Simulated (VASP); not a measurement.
# BN: relaxation of cell and atoms with optB88-vdW

Crystal: BN.

```
CELL_PARAMETERS angstrom
0.00000 1.81300 1.81300
1.81300 0.00000 1.81300
1.81300 1.81300 0.00000
ATOMIC_POSITIONS crystal
N 0.25000 0.25000 0.25000
B 0.00000 0.00000 0.00000
```

The cell is a database's computed one.

* Program: VASP 6.6.1
* Task: relaxation of cell and atoms
* Functional: optB88-vdW
* Potentials or basis: VASP PAW PBE potentials, release 64 (N, B)
* Cutoff: 600 eV
* k mesh: 13 × 13 × 13
* Occupations: fermi-dirac, width 0.05 eV
* Spin: no spin polarisation
* Further INCAR settings: ALGO = Normal; EDIFF = 1e-07; IBRION = 2; EDIFFG = -0.01; NSW = 40; ISIF = 3

The relaxed volume is 5.94 Å³/atom and the relaxed cell is a = 2.562 Å, b = 2.562 Å, c = 2.562 Å, α = 60.00°, β = 60.00°, γ = 60.00°. The space group after relaxing (to 0.05 Å) is F-43m (No. 216). The energy gained by relaxing is 0.0 meV/atom. The ionic steps are 3 and the pressure after relaxing is 0.0 GPa. The band gap on the k mesh is 4.76 eV, indirect (least direct gap 8.88 eV).

Final structure:
```
CELL_PARAMETERS angstrom
0.00000 1.81147 1.81147
1.81147 0.00000 1.81147
1.81147 1.81147 0.00000
ATOMIC_POSITIONS crystal
N 0.25000 0.25000 0.25000
B 0.00000 0.00000 0.00000
```

Levels at points of the mesh, in eV from the valence-band top:
```
           k point  band 1  band 2  band 3  band 4  band 5  band 6  band 7  band 8
(0.00, 0.00, 0.00)  -20.01    0.00    0.00    0.00    8.88    8.88    8.88   10.45
```

Wall time 20 s on 1 thread of AMD EPYC 9R45 96-Core Processor (Zen 5), on a shared host, peak memory 0.2 GiB.

Caveat: the PAW data sets were made with another functional, which shifts forces and pressure a little; an odd mesh through Γ misses points on the zone boundary, where band edges often lie.
